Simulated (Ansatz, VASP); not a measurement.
Two plane-wave programs on MnSb

```
CELL_PARAMETERS angstrom
4.15000 0.00000 0.00000
-2.07500 3.59401 0.00000
0.00000 0.00000 5.78000
ATOMIC_POSITIONS crystal
Sb 0.66667 0.33333 0.75000
Sb 0.33333 0.66667 0.25000
Mn 0.00000 0.00000 0.50000
Mn 0.00000 0.00000 0.00000
```

Alike in both runs: task single point; functional PBE; k mesh 7 × 7 × 5; occupations gaussian, width 0.1 eV; collinear spin, ferromagnetic start.

|  | VASP | Ansatz |
| --- | --- | --- |
| version | VASP 6.6.1 | Ansatz 0.2.0 |
| potentials or method | VASP PAW PBE potentials, release 64 (Sb_d_GW, Mn_GW) | Ansatz PAW |
| plane-wave cutoff (eV) | 550 | 420 |
| valence electrons in the cell | 44 | 60 |

VASP gave:

| Quantity | Value |
| --- | --- |
| gap on the k mesh at the Fermi level (eV) | none |
| pressure (GPa) | -3.4 |
| largest component of the traceless stress (GPa) | 0.67 |
| net moment per atom (μB) | 1.68 |
| size of the moment on the site where the two differ most (μB) | 0.14 |

Q: Estimate Ansatz's values.

A: gap on the k mesh at the Fermi level (eV): none; pressure (GPa): -3.2; largest component of the traceless stress (GPa): 0.71; net moment per atom (μB): 1.68; size of the moment on the site where the two differ most (μB): 0.12.

Site moments also hang on the region over which each program counts them. A gap of «none» marks a metal or a gap that the smearing closes. The two sets of potentials don't hold the same shells in valence.

Caveats: only a ferromagnetic start was run, and an antiferromagnetic order may lie lower in energy. Spin-orbit coupling is left out, which matters for the levels of Sb.
